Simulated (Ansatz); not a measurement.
# Σ3 (112) boundary in fcc Ni with Si (substitutional): structure and resistance, part 2 of 2

Wanted: what the Σ3 (112) boundary in fcc Ni with Si (substitutional) costs an interconnect.

Ansatz 0.2.0; Ansatz plane-wave DFT, PBE, PAW files, collinear spin; relaxation of a bicrystal slab with its lowest layers held; PAW set soft_1 (the session's first sound run).

So far. Step 2 (Relaxing the bicrystal): The largest force component on a free atom ends at 0.025 eV/Å, under the tolerance of 0.03, after 7 steps.

## (3) Transmission across the boundary

Bulk layers of each grain are laid under and over the relaxed boundary, and a lead is named in the middle of each, away from the free faces. The mesh across the current, 26×10, is finer than the density's, because channels open and close sharply across the zone. Energies from -0.1 to 0.1 eV in steps of 0.05 eV are too few for the program's thermal sum, so it prints no conductance; for a metal the transmission near the Fermi level serves, at a fraction of the cost.

This step: Ansatz plane-wave DFT, PBE, PAW files, collinear spin; ballistic transport by layer matching (Landauer), zero bias; boundary relaxed in a short slab, bulk layers laid on; PAW set soft_1 (Ansatz 0.2.0).

System of this step: Σ3 (112) boundary in fcc Ni with Si (substitutional). The cell holds 58 atoms: 57 Ni and 1 Si. Its edges and angles: a = 2.492 Å, b = 6.104 Å, c = 49.110 Å, α = 90.0°, β = 90.0°, γ = 90.0°. It derives from Ni. Regions: lower grain, 24 atoms (24 Ni); boundary, 15 atoms (14 Ni and 1 Si); upper grain, 19 atoms (19 Ni). Vacuum lies along c.

Contents of input.yaml:

```yaml
crystal:
  lattice:
    - [2.4918442969, 0.0, 0.0]
    - [0.0, 6.1037470459, 0.0]
    - [0.0, 0.0, 49.109635242]
  atoms:
    - { symbol: Ni, position: [-15.5000000005, 10.3333333332, 0.0814504115], spin: 1.0 }
    - { symbol: Ni, position: [-15.0000000005, 9.9999999998, 0.0960979137], spin: 1.0 }
    - { symbol: Ni, position: [-14.5000000004, 9.6666666665, 0.1107454158], spin: 1.0 }
    - { symbol: Ni, position: [-14.0000000004, 9.3333333332, 0.125392918], spin: 1.0 }
    - { symbol: Ni, position: [-13.5000000004, 8.9999999999, 0.1400404201], spin: 1.0 }
    - { symbol: Ni, position: [-13.0000000004, 8.6666666665, 0.1546879223], spin: 1.0 }
    - { symbol: Ni, position: [-12.5000000004, 8.3333333332, 0.1693354244], spin: 1.0 }
    - { symbol: Ni, position: [-12.0000000003, 7.9999999999, 0.1839829266], spin: 1.0 }
    - { symbol: Ni, position: [-11.5000000003, 7.6666666665, 0.1986304287], spin: 1.0 }
    - { symbol: Ni, position: [-11.0000000003, 7.3333333332, 0.2132779309], spin: 1.0 }
    - { symbol: Ni, position: [-10.5000000003, 6.9999999999, 0.227925433], spin: 1.0 }
    - { symbol: Ni, position: [-10.0000000003, 6.6666666666, 0.2425729352], spin: 1.0 }
    - { symbol: Ni, position: [-9.5000000002, 6.3333333332, 0.2572204373], spin: 1.0 }
    - { symbol: Ni, position: [-9.0000000002, 5.9999999999, 0.2718679395], spin: 1.0 }
    - { symbol: Ni, position: [-8.5000000002, 5.6666666666, 0.2865154416], spin: 1.0 }
    - { symbol: Ni, position: [-8.0000000002, 5.3333333333, 0.3011629438], spin: 1.0 }
    - { symbol: Ni, position: [-7.5000000002, 4.9999999999, 0.3158104459], spin: 1.0 }
    - { symbol: Ni, position: [-7.0000000001, 4.6666666666, 0.3304579481], spin: 1.0 }
    - { symbol: Ni, position: [-6.5000000001, 4.3333333333, 0.3451054502], spin: 1.0 }
    - { symbol: Ni, position: [-6.0000000001, 3.9999999999, 0.3597529524], spin: 1.0 }
    - { symbol: Ni, position: [-5.5000000001, 3.6666666666, 0.3744004545], spin: 1.0 }
    - { symbol: Ni, position: [-5.0000000001, 3.3333333333, 0.3890479567], spin: 1.0 }
    - { symbol: Ni, position: [-4.5, 3.0, 0.4036954588], spin: 1.0 }
    - { symbol: Ni, position: [-4.0, 2.6666666666, 0.418342961], spin: 1.0 }
    - { symbol: Ni, position: [0.5, 0.3333333333, 0.4329904631], spin: 1.0 }
    - { symbol: Ni, position: [1.0, 1.0011625017, 0.4468311123], spin: 1.0 }
    - { symbol: Ni, position: [0.5, 0.6663496466, 0.4617789545], spin: 1.0 }
    - { symbol: Ni, position: [1.0, 0.3363056473, 0.4780063067], spin: 1.0 }
    - { symbol: Ni, position: [0.5, 1.0031543197, 0.4903898204], spin: 1.0 }
    - { symbol: Ni, position: [1.0, 0.6657742101, 0.5053072725], spin: 1.0 }
    - { symbol: Ni, position: [0.5, 0.3439466727, 0.5288134969], spin: 1.0 }
    - { symbol: Si, position: [0.0, 0.013876581, 0.529318067] }
    - { symbol: Ni, position: [1.0, 0.6617250317, 0.5530099965], spin: 1.0 }
    - { symbol: Ni, position: [0.5, 0.9953094326, 0.5680830757], spin: 1.0 }
    - { symbol: Ni, position: [1.0, 0.3292644039, 0.5796793678], spin: 1.0 }
    - { symbol: Ni, position: [0.5, 0.6581462597, 0.5965484214], spin: 1.0 }
    - { symbol: Ni, position: [1.0, 0.992450309, 0.6114932042], spin: 1.0 }
    - { symbol: Ni, position: [0.5, 0.3253127157, 0.6245866425], spin: 1.0 }
    - { symbol: Ni, position: [1.0, 0.6581628104, 0.6402470476], spin: 1.0 }
    - { symbol: Ni, position: [-4.5, 2.9914961437, 0.6548945498], spin: 1.0 }
    - { symbol: Ni, position: [-5.0, 3.3248294771, 0.6695420519], spin: 1.0 }
    - { symbol: Ni, position: [-5.5000000001, 3.6581628104, 0.6841895541], spin: 1.0 }
    - { symbol: Ni, position: [-6.0000000001, 3.9914961437, 0.6988370562], spin: 1.0 }
    - { symbol: Ni, position: [-6.5000000001, 4.3248294771, 0.7134845584], spin: 1.0 }
    - { symbol: Ni, position: [-7.0000000001, 4.6581628104, 0.7281320605], spin: 1.0 }
    - { symbol: Ni, position: [-7.5000000001, 4.9914961437, 0.7427795627], spin: 1.0 }
    - { symbol: Ni, position: [-8.0000000002, 5.324829477, 0.7574270648], spin: 1.0 }
    - { symbol: Ni, position: [-8.5000000002, 5.6581628104, 0.772074567], spin: 1.0 }
    - { symbol: Ni, position: [-9.0000000002, 5.9914961437, 0.7867220691], spin: 1.0 }
    - { symbol: Ni, position: [-9.5000000002, 6.324829477, 0.8013695713], spin: 1.0 }
    - { symbol: Ni, position: [-10.0000000002, 6.6581628104, 0.8160170734], spin: 1.0 }
    - { symbol: Ni, position: [-10.5000000003, 6.9914961437, 0.8306645756], spin: 1.0 }
    - { symbol: Ni, position: [-11.0000000003, 7.324829477, 0.8453120777], spin: 1.0 }
    - { symbol: Ni, position: [-11.5000000003, 7.6581628103, 0.8599595799], spin: 1.0 }
    - { symbol: Ni, position: [-12.0000000003, 7.9914961437, 0.874607082], spin: 1.0 }
    - { symbol: Ni, position: [-12.5000000003, 8.324829477, 0.8892545842], spin: 1.0 }
    - { symbol: Ni, position: [-13.0000000004, 8.6581628103, 0.9039020863], spin: 1.0 }
    - { symbol: Ni, position: [-13.5000000004, 8.9914961436, 0.9185495885], spin: 1.0 }
magnetization:
  spin_polarized: true
kpoints:
  mp_grid: { grid: [10, 4, 1] }
hamiltonian:
  xc: pbe
  pseudopotentials: { kind: paw, azcp: { folder: soft_1 } }
scf:
  occupations: { method: fermi_dirac, width: 0.1 }
output:
  transmission:
    leads: [[13, 14], [47, 48]]
    kmesh: [26, 10]
    e_range: [-0.1, 0.1]
    de: 0.05
  write_potential: true
  write_density: true
  volumetric_format: npy
  elf: true
```

Started as:

```bash
$ ansatz run input.yaml --threads 4 --pin off --max-ram 15360MiB --backend cpu --events-out ev --progress --plain --runs-dir out
```

Numbers of over 12 decimals in the logs are rounded to 6 here.

The log of the run:

```text
[...]
Crystal: 58 atoms, lattice volume = 746.937 Å³
Basis set: ecut = 420 eV, 14481 PW (Γ)
Bands: 653, of which v1, the nominal top of the filled ones, is band 515 counted from 1 (514 counted from 0)
Symmetry: 2 space group operations
[...]
k-points: 18 of 40 (time reversal used)
[...]
Starting moments: Σ|m| = 57 μB on 57 of 58 sites
[...]
SCF iter   1: F=—  HF=-333456.751064 eV  |F-HF|=—  |Δ(HF+E_count)|=         —  Δρ=4.59e-2 (↑4.59e-2 ↓3.80e-2)  dr2=8.16e1  dr2_m=2.86e0  M=45.551 μB ∫|m|=48.542 μB  β_m=0.30  ethr=3.10e-3  ⟨swp⟩=6.1  Hψ=90738  notcnv=0  defer=622
[...]
SCF iter  20: F=-333498.019868 eV  HF=-333498.019868 eV  |F-HF|=6.25e-8  |Δ(HF+E_count)|=  5.24e-10  Δρ=9.20e-7 (↑4.67e-7 ↓9.20e-7)  dr2=6.28e-8  dr2_m=6.28e-10  M=34.789 μB ∫|m|=39.616 μB  ethr=4.20e-12  ⟨swp⟩=9.8  Hψ=104201  notcnv=0
SCF 1 converged in 20 iterations: F = -333498.019868 eV  dr2 = 6.28e-8
[...]
transmission: 612 of 6048 steps passed
transmission: 1212 of 6048 steps passed
[...]
transmission: 6048 of 6048 steps passed
WARN: The input density's exchange-correlation potential varies sharply where the density is thin. Do not read a vacuum level from v_tot or v_xc, or from such a field of the output density. On a cell that repeats whose density bears no net charge and no dipole along the vacuum's axis use v_es (v_loc + v_h of the components); under efield.dipole_correction with no amplitude use v_es + v_field, which holds any external [...]
some or all of what a close reads of its open shells is tried by no SCF: some or all of their fillings by name were not asked, since the model of its bands would take too long in so large a cell. Whether a lower state lies along it is not known (a run that goes on reads the state that it goes on from)
SCF converged after 20 iterations
the last check of whether an eigenvalue changes by more than its tolerance under the output density was not made (no_room)
Magnetization: 34.7893 μB (532.3946 up, 497.6054 down)
Absolute magnetization: 39.6711 μB (∫|ρ↑−ρ↓|, with the PAW one-centre terms)
[...]
Per-site moments (μB) at R_I (Å): [(0.786537, 1.027886), (0.758744, 1.027886), (0.719817, 1.027886), (0.691229, 1.027886), (0.698565, 1.027886), (0.695100, 1.027886), (0.677627, 1.027886), (0.679171, 1.027886), (0.685002, 1.027886), (0.670568, 1.027886), (0.677030, 1.027886), (0.674445, 1.027886), (0.674683, 1.027886), (0.674397, 1.027886), (0.675861, 1.027886), (0.678636, 1.027886), (0.675824, 1.027886), (0.676176,  [...]
Free energy (F): -333498.019868 eV
[...]
Internal energy: -333494.918853 eV  (E = F + TS)
E sigma→0 (E₀):  -333496.469361 eV
Entropy (-TS):   -3.101015 eV (-53.466 meV/atom)
Fermi energy:    14.401213 eV
[...]
--- Band table (eV; the first three rows and the last of 36) ---
  k-point 0 ↑: bands = [... 511 lower, 13.7480, 13.7692, 13.7764, 13.7848, 13.7923, 13.7958, 13.8014, 13.8119, ... 134 higher]
  k-point 1 ↑: bands = [... 511 lower, 13.6814, 13.6892, 13.6958, 13.7054, 13.7155, 13.7240, 13.7257, 13.7374, ... 134 higher]
  k-point 2 ↑: bands = [... 511 lower, 13.6858, 13.6914, 13.6915, 13.7123, 13.7220, 13.7223, 13.7251, 13.7379, ... 134 higher]
  k-point 17 ↓: bands = [... 511 lower, 14.7842, 14.7904, 14.7958, 14.8154, 14.8244, 14.8343, 14.9115, 14.9229, ... 134 higher]
--- Transmission ---
  basis      : 133 plane waves across, 36 finite elements along
  points     : 84, standing for a mesh of 26 x 10
  energies   : 5 from -0.100000 to 0.100000 eV about the Fermi level, 0.050000 eV apart; the leads are filled to 0.000000 eV, and channels, transmission and decay are at 0.000000 eV
  crystal 0  : Ni3, at the sites [13, 14], period 2.1580 Å, over 17.98 Å; its Hamiltonian steps by up to 6.9 meV
    offset         : up to 0.0000 Å between an atom of the period and one for which it stands
    channels       : 1.880769e0 up, 5.100000e0 down
    conductance    : none, the energies end too early or step too widely for 300 K: set another output.transmission.e_range or a lower de, or, where they end at an eighth of basis.ecutwfc, a higher one
    slowest decay  : 0.0997 /Å at (0.4615, 0.2000)
[...]
channels       : 1.880769e0 up, 5.100000e0 down
[...]
slowest decay  : 0.0997 /Å at (0.4615, 0.2000)
  junction   : crystal 0 to crystal 1, 12.66 to 36.51 Å
    transmission   : 1.460689e0 up, 2.028360e0 down
[...]
```

It took 1.7 h on 4 threads of Arm Neoverse V1, shared host; peak memory 9.5 GiB.

The column dr2 measures how far the density is from self-consistency, as an energy; F and HF (Harris–Foulkes) agree once it is small.

Numbers from this step:

| Quantity | Value |
| --- | --- |
| free energy | -333498.0199 eV |
| energy at zero smearing | -333496.4694 eV |
| Fermi energy | 14.40 eV |
| magnetization | 34.79 μB |
| absolute magnetization | 39.67 μB |
| cell area | 15.21 Å² |
| transmission, spin up | 1.461 |
| transmission, spin down | 2.028 |
| open channels, spin up | 1.881 |
| open channels, upper lead, spin up | 1.881 |
| open channels, spin down | 5.1 |
| open channels, upper lead, spin down | 5.1 |
| step of the lead's potential | 6.9 meV |
| step of the upper lead's potential | 8.1 meV |

Per spin. Table of transmission, zone mean by energy, zero at the Fermi level:

```csv
energy (eV),T up,T down
-0.1000,1.45,1.83
-0.0500,1.44,1.91
0.0000,1.46,2.03
0.0500,1.49,1.99
0.1000,1.49,1.97
```

Per spin. The open channels, zone mean by energy, zero at the Fermi level:

```csv
energy (eV),lead up,upper lead up,lead down,upper lead down
-0.1000,1.84,1.84,4.83,4.82
-0.0500,1.86,1.86,4.93,4.93
0.0000,1.88,1.88,5.1,5.1
0.0500,1.93,1.93,5.19,5.19
0.1000,1.99,1.99,5.37,5.37
```

Transmission over k1 and k2. At 0.0000 eV from the Fermi level, spin up.

Ten even steps from '0' (0.00) to '9' (2.59):
```
02356667766567656677666532
00056666676688866766666500
00245666667988897666665420
00332355679988899765532330
00333331799998999971333330
00332355679988899765532330
00245666667988897666665420
00056666676688866766666500
02356667766567656677666532
34466677766536356677766644
```
Columns: k1 (b1) from -0.5 to 0.462; rows upwards: k2 (b2) from -0.5 to 0.4.

Open channels over k1 and k2. At 0.0000 eV from the Fermi level, spin up.

Ten even steps from '_' (0.00) to '@' (3.00):
```
**----******************@@@@@@******************----
__----******************@@@@@@******************----
____--****************@@@@@@@@@@****************--__
____--------******@@@@@@@@@@@@@@@@@@******--------__
____------------@@@@@@@@@@@@@@@@@@@@@@------------__
____--------******@@@@@@@@@@@@@@@@@@******--------__
____--****************@@@@@@@@@@****************--__
__----******************@@@@@@******************----
**----******************@@@@@@******************----
****************************************************
```
Columns: k1 (b1) from -0.5 to 0.462; rows upwards: k2 (b2) from -0.5 to 0.4.

Transmission over k1 and k2. At 0.0000 eV from the Fermi level, spin down.

Ten even steps from '0' (0.25) to '9' (3.36):
```
43254555544434344455554523
00057666665465645666667500
43557777666687866667777553
55466676667899987666766645
55776766662799972666676775
55466676667899987666766645
43557777666687866667777553
00057666665465645666667500
43254555544434344455554523
13244333444334334443334423
```
Columns: k1 (b1) from -0.5 to 0.462; rows upwards: k2 (b2) from -0.5 to 0.4.

Open channels over k1 and k2. At 0.0000 eV from the Fermi level, spin down.

Values, 10 rows by 16 columns, each cell a mean:
```
2.0 3.1 5.0 5.0 5.0 4.5 4.0 4.6 5.0 4.2 4.0 4.9 5.0 5.0 4.5 2.4
2.0 2.6 6.0 5.1 5.0 5.0 5.6 5.0 5.0 5.2 5.5 5.0 5.0 5.5 5.1 2.0
5.2 4.3 6.5 5.2 5.0 5.5 6.0 6.6 7.0 6.2 6.0 5.1 5.0 5.9 5.7 4.0
6.0 5.5 6.5 4.5 5.1 6.0 6.2 7.6 8.0 7.1 6.0 5.7 4.9 4.9 6.4 5.6
6.0 8.8 6.9 4.2 5.4 6.0 5.0 7.6 8.0 6.8 5.1 6.0 4.6 4.9 8.2 7.5
6.0 5.5 6.5 4.5 5.1 6.0 6.2 7.6 8.0 7.1 6.0 5.7 4.9 4.9 6.4 5.6
5.2 4.3 6.5 5.2 5.0 5.5 6.0 6.6 7.0 6.2 6.0 5.1 5.0 5.9 5.7 4.0
2.0 2.6 6.0 5.1 5.0 5.0 5.6 5.0 5.0 5.2 5.5 5.0 5.0 5.5 5.1 2.0
2.0 3.1 5.0 5.0 5.0 4.5 4.0 4.6 5.0 4.2 4.0 4.9 5.0 5.0 4.5 2.4
3.2 2.3 4.0 4.0 4.0 4.0 4.0 4.0 4.0 4.0 4.0 4.0 4.0 4.0 3.5 2.0
```
Columns: k1 (b1) from -0.5 to 0.462; rows upwards: k2 (b2) from -0.5 to 0.4.

Slowest decay crystal 1 over k1 and k2. At 0.0000 eV from the Fermi level, spin up.

Values, 10 rows by 16 columns, each cell a mean:
```
0.000 0.000 0.000 0.000 0.000 0.000 0.000 0.000 0.000 0.000 0.000 0.000 0.000 0.000 0.000 0.000
0.098 0.000 0.000 0.000 0.000 0.000 0.000 0.000 0.000 0.000 0.000 0.000 0.000 0.000 0.000 0.000
0.184 0.023 0.000 0.000 0.000 0.000 0.000 0.000 0.000 0.000 0.000 0.000 0.000 0.000 0.000 0.061
0.213 0.045 0.000 0.000 0.000 0.000 0.000 0.000 0.000 0.000 0.000 0.000 0.000 0.000 0.000 0.119
0.214 0.051 0.000 0.000 0.000 0.000 0.000 0.000 0.000 0.000 0.000 0.000 0.000 0.000 0.000 0.137
0.213 0.045 0.000 0.000 0.000 0.000 0.000 0.000 0.000 0.000 0.000 0.000 0.000 0.000 0.000 0.119
0.184 0.023 0.000 0.000 0.000 0.000 0.000 0.000 0.000 0.000 0.000 0.000 0.000 0.000 0.000 0.061
0.098 0.000 0.000 0.000 0.000 0.000 0.000 0.000 0.000 0.000 0.000 0.000 0.000 0.000 0.000 0.000
0.000 0.000 0.000 0.000 0.000 0.000 0.000 0.000 0.000 0.000 0.000 0.000 0.000 0.000 0.000 0.000
0.000 0.000 0.000 0.000 0.000 0.000 0.000 0.000 0.000 0.000 0.000 0.000 0.000 0.000 0.000 0.000
```
Columns: k1 (b1) from -0.5 to 0.462; rows upwards: k2 (b2) from -0.5 to 0.4.

Spin density in the cb plane at fractional x = 0.000, with atoms of Ni and Si within 0.2 Å of it.

Ten even steps from '0' (0.0 e/Å³) to '9' (2.2 e/Å³), each cell a mean:
```
10000000002410000000000000000000162000000000
00000000000000000000000000000000000000000000
00000000000000000000000000000000000000000000
00000001000000000000000000000000000000000000
00000037200000000033100014200000000036100000
00000048200000000034100025200000000049200000
00000001000000000000000001000000000012000000
00000000000000000000000000000000000000000000
00000000000000000000000000000000000000000000
00241000000000141000000000002300000000002310
00493000000000392000000000005810000000005930
00131000000000120000000000002200000000002410
00000000000000000000000000000000000000000000
00000000000000000000000000000000000000000000
00000000001200000000000000000000010000000000
30000000005820000000000000000000282000000000
```
Columns run along c (16.0 Å, from fractional 0.37 to 0.69 of the cell), rows up along b (6.1 Å). Atoms in or near the plane, at fractional coordinates: Ni at (0.39, 0.33), Ni at (0.42, 0.67), Ni at (0.45, 0.00), Ni at (0.48, 0.34), Ni at (0.51, 0.67), Si at (0.53, 0.01), Ni at (0.55, 0.66), Ni at (0.58, 0.33), Ni at (0.61, 0.99), Ni at (0.64, 0.66), Ni at (0.67, 0.32).

ELF in the cb plane at fractional x = 0.000, with atoms of Ni and Si within 0.2 Å of it. It is the smooth field of the valence electrons, not physical close to the nuclei.

Ten even steps from '0' (0.15) to '9' (0.96), each cell a mean:
```
40011111016830011135532365211100595002111101
00011111100100111124555553211100121012111100
01111000000001111000245310001110000000011110
11110012101211110012012111100111111011000111
11110168401211110278301048600111120058400111
11110179500111110289301059700111110179500111
11121023100111220023101013201211110024201211
11001000001111000000011100001111111000001111
00010011111100010011111111000000111111100000
00473012111100474001111111005620011112004630
01796001111101796001111110028940111111017960
00353001111200352000122210015620121111004630
10000011111110000001345421000000111111000000
00111111000000111113455542111110000011111010
20121111003410121124422244212210132001112210
60011111028940111135423255211100696101111101
```
Columns run along c (16.0 Å, from fractional 0.37 to 0.69 of the cell), rows up along b (6.1 Å). Atoms in or near the plane, at fractional coordinates: Ni at (0.39, 0.33), Ni at (0.42, 0.67), Ni at (0.45, 0.00), Ni at (0.48, 0.34), Ni at (0.51, 0.67), Si at (0.53, 0.01), Ni at (0.55, 0.66), Ni at (0.58, 0.33), Ni at (0.61, 0.99), Ni at (0.64, 0.66), Ni at (0.67, 0.32).

Electrostatic potential energy in the cb plane at fractional x = 0.000, with atoms of Ni and Si within 0.2 Å of it. With pseudopotentials it is smooth inside the atoms' cores, unlike the true potential.

Values in eV, 9 rows by 16 columns, each cell a mean:
```
 3 16 15  1  0 15 14  0 -6 13 15  3  0 14 15  7
14 16  5 10 12 17  8  6  9  6 16 14 10  6 14 16
14 11  5  3 15 15  2  2  2  4 11 14  9  5  5 15
15 12  0  5 15 15  0  1  4  1 12 15 10  2  5 15
12  5 11 15 16  4  9 13 15 10  5 14 16  9  9  9
 3  4 12 14  9  7  4 16 15 10  5  4 15 15  1  2
 3  0 14 15 11  0  6 16 15 11  1  5 15 16  1  0
 9 12 17  9  7 11 15  7  3 15 10 10  8 17 12 10
 2 15 15  2  2 14 13 -4 -5 12 15  2  3 14 14  6
```
Columns run along c (16.0 Å, from fractional 0.37 to 0.69 of the cell; values clipped at the 3rd and 97th percentile), rows up along b (6.1 Å). Atoms in or near the plane, at fractional coordinates: Ni at (0.39, 0.33), Ni at (0.42, 0.67), Ni at (0.45, 0.00), Ni at (0.48, 0.34), Ni at (0.51, 0.67), Si at (0.53, 0.01), Ni at (0.55, 0.66), Ni at (0.58, 0.33), Ni at (0.61, 0.99), Ni at (0.64, 0.66), Ni at (0.67, 0.32).

Nearest the Fermi level spin up passes 1.46 of 1.88 channels of the lower lead and spin down 2.03 of 5.1.

## (4) Specific resistance

This step: Ansatz plane-wave DFT, PBE, PAW files, collinear spin; ballistic transport by layer matching (Landauer), zero bias; specific resistance of the boundary; PAW set soft_1 (Ansatz 0.2.0).

This step gave:

- area resistance: 0.4117 fΩ m²
- T over the leads' mean channel count: 0.4885
- spin asymmetry γ: 0.3381 (R down - R up) / (R down + R up)

Averaged over the energies near the Fermi level, 48.8 % of the channels pass, which makes 0.412 fΩ m².

By hand, with means over the energies near the Fermi level: RA per spin = A (h/e²)(1/T − ½[1/N₁ + 1/N₂]); spin up: 15.21×10⁻²⁰ m² × 25 813 Ω × (1/1.464 − ½[1/1.899 + 1/1.899]) = 0.615 fΩ m²; spin down: 15.21×10⁻²⁰ m² × 25 813 Ω × (1/1.947 − ½[1/5.084 + 1/5.082]) = 1.24 fΩ m². The spins conduct in parallel, so 1/RA = 1/0.615 + 1/1.24 and RA = 0.412 fΩ m²; γ = (1.24 − 0.615)/(1.24 + 0.615) = 0.34.

## (5) Summary of results

- specific resistance of the boundary: 0.412 fΩ m²
- share of channels that pass: 0.488

What this shows: The boundary has a specific resistance of 0.41 fΩ m². The boundary reflects 51 % of the channels; 0.41 fΩ m² is 4.1×10⁻¹² Ω·cm². That equals the resistance of 5.7 nm of bulk Ni at 300 K (measured 7.2 µΩ cm, CRC Handbook of Chemistry and Physics, 84th ed., 2003, Electrical Resistivity of Pure Metals). One Si in 15.2 Å² of boundary is a high coverage. Each plane of this narrow cell holds one atom, so the solute fills a whole plane. One starting structure was relaxed; another shift or atom count at the boundary may lie lower. One magnetic start was tried, and the two spins conduct in parallel without mixing.

[Logs are printed without paths, hosts, clocks, repeated set-up lines and the standing remarks that a program may print on its own settings, such as how far it seeks lower states.]

[Hosts, paths, dates, database ids (printed as entryN), source tags and the programs' standing remarks are cut or masked in the printed files.]
